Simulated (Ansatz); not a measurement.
Mg2Ge (antifluorite), relaxed with r2SCAN: 7 runs in the plane-wave code Ansatz, each a construction of maximally localised Wannier functions. The symmetry is Fm-3m (No. 225, cubic); a = 6.366 Å in the conventional setting, 21.50 Å³ an atom. Around Ge lie 8 Mg at 2.76 Å; around Mg lie 4 Ge at 2.76 Å. Calculated for a static, non-magnetic cell.

```
Ge Mg
1.0
     0.00000    3.18310    3.18310
     3.18310    0.00000    3.18310
     3.18310    3.18310    0.00000
Ge Mg
1 2
Cartesian
  0.0000 0.0000 0.0000
  1.5916 1.5916 1.5916
  4.7747 4.7747 4.7747
```

Windows count from the top of the filled bands; a dash means that no such window was set (without an outer window there is no disentanglement). Rows marked drawn have settings drawn at random (some not listed).

```csv
functional,SCF mesh,trial orbitals,functions,mesh,window (eV),frozen (eV),settings,Ω total (Å²),Ω invariant (Å²),largest spread (Å²),least projectability,"interpolation miss of the model's filled bands (eV, to the nearest computed level)"
PBE,6×6×6,"Ge s, Ge p",4,4×4×4,–,–,chosen,10.55,8.55,2.64,0.87,0.343
PBE,6×6×6,"Ge s, Ge p",4,6×6×6,–,–,chosen,12.52,10.40,3.13,0.85,0.166
PBE,6×6×6,Ge p,3,4×4×4,–,–,chosen,10.68,10.44,3.56,0.69,0.343
r2SCAN,6×6×6,"Ge s, Ge p",4,4×4×4,–,–,chosen,10.20,8.23,2.55,0.89,0.286
r2SCAN,6×6×6,Ge p,3,4×4×4,–,–,chosen,10.34,10.12,3.45,0.70,0.287
HSE06,4×4×4,"Ge s, Ge p",4,4×4×4,–,–,chosen,10.30,8.29,2.57,0.88,–
PBE,6×6×6,Ge p,3,4×4×4,-27.6 to +11.3,–,drawn,6.21,6.17,2.07,0.78,1.894
```

For Ge s, Ge p with PBE the spread goes 10.55 Å² (4×4×4), 12.52 Å² (6×6×6).

Spin-orbit coupling is left out.
